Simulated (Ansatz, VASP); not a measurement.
**One calculation of Ga, two programs**

```
Ga
1.0
     4.75689    0.00000    0.00000
    -2.37845    4.11959    0.00000
     0.00000    0.00000    2.79025
Ga
3
Direct
  0.00000 0.00000 0.00000
  0.33333 0.66667 0.50000
  0.66667 0.33333 0.50000
```

Alike in both runs: functional r2SCAN; k mesh 12 × 12 × 16; occupations gaussian, width 0.1 eV; no spin polarisation.

Ansatz relaxed the structure, and its values are those at the end. VASP's run is a single point on that final structure, the one shown.

```csv
,VASP,Ansatz
version,VASP 6.6.1,Ansatz 0.2.0
potentials or method,"VASP PAW PBE potentials, release 64 (Ga_d)","scalar-relativistic, plane waves, PAW"
plane-wave cutoff (eV),520,500
valence electrons in the cell,39,39
```

Ansatz gave:

* gap on the k mesh at the Fermi level (eV): none
* pressure (GPa): 0.0

Q: Which values does VASP return?

A: gap on the k mesh at the Fermi level (eV): none; pressure (GPa): 0.1.

A gap of «none» marks a metal or a gap that the smearing closes.

Caveats: the PAW data sets were made with another functional, which shifts forces and pressure a little (VASP).
